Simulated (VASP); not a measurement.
Data:

```xyz
4
Lattice="1.3439 -2.3276 0.0000 1.3439 2.3276 0.0000 0.0000 0.0000 4.3636" Properties=species:S:1:pos:R:3 pbc="T T T"
Be     1.3439    -0.7759     2.1819
Be     1.3439     0.7759     0.0001
O      1.3439    -0.7759     3.8312
O      1.3439     0.7759     1.6494
```

All values below come from SCAN meta-GGA, VASP's PBE PAW potentials (set 64) (plane waves; VASP 6.6.1). Run with 520 eV cut-off, 11×11×6 Γ-centred mesh, tetrahedra with Blöchl corrections, potentials Be O.

Q: Give the energies of bands 3 to 10 at the high-symmetry points, in eV from the valence-band maximum.

A: 
```json
[
 {"band": "3", "Γ": "-6.39", "M": "-5.87", "K": "-5.70", "A": "-3.46", "L": "-5.66", "H": "-4.54"},
 {"band": "4", "Γ": "-1.05", "M": "-4.20", "K": "-3.74", "A": "-3.46", "L": "-5.66", "H": "-4.54"},
 {"band": "5", "Γ": "-1.05", "M": "-3.48", "K": "-3.74", "A": "-0.56", "L": "-1.93", "H": "-4.52"},
 {"band": "6", "Γ": "-0.05", "M": "-2.73", "K": "-2.99", "A": "-0.56", "L": "-1.93", "H": "-4.52"},
 {"band": "7", "Γ": "-0.05", "M": "-1.99", "K": "-2.48", "A": "-0.56", "L": "-1.78", "H": "-1.31"},
 {"band": "8", "Γ": "0.00", "M": "-0.97", "K": "-2.48", "A": "-0.56", "L": "-1.78", "H": "-1.31"},
 {"band": "9", "Γ": "8.58", "M": "10.73", "K": "9.99", "A": "10.92", "L": "9.99", "H": "12.64"},
 {"band": "10", "Γ": "12.78", "M": "11.20", "K": "13.94", "A": "10.92", "L": "9.99", "H": "12.64"}
]
```

The gap is direct, 8.58 eV, from the valence maximum at Γ to the conduction minimum at Γ.

The compound is BeO in the wurtzite structure. It was relaxed first.
